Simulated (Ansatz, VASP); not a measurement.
# Two plane-wave programs on Na

```
Na
1.0
     0.00000    2.66158    2.66158
     2.66158    0.00000    2.66158
     2.66158    2.66158    0.00000
Na
1
Direct
  0.00000 0.00000 0.00000
```

The cell was built by a generator and needn't be a form met in nature.

Alike in both runs: task relaxation of cell and atoms; functional RPBE; k mesh 10 × 10 × 10; occupations fermi-dirac, width 0.1 eV; no spin polarisation.

|  | VASP | Ansatz |
| --- | --- | --- |
| version | VASP 6.6.1 | Ansatz 0.2.0 |
| potentials or method | VASP PAW PBE potentials, release 64 (Na_pv) | plane waves (420 eV) with PAW, scalar-relativistic |
| plane-wave cutoff (eV) | 600 | 420 |
| valence electrons in the cell | 7 | 9 |

VASP gave:

* relaxed volume (Å³/atom): 39.66
* relaxed cell length with the largest relative difference (Å): 3.828
* energy change over the relaxation (meV/atom): -2

Task: What did Ansatz give for the same quantities?

Result: Relaxed volume (Å³/atom): 39.51; relaxed cell length with the largest relative difference (Å): 3.823; energy change over the relaxation (meV/atom): -2.

The two sets of potentials don't hold the same shells in valence.

Caveats: the PAW data sets were made with another functional, which shifts forces and pressure a little (VASP).
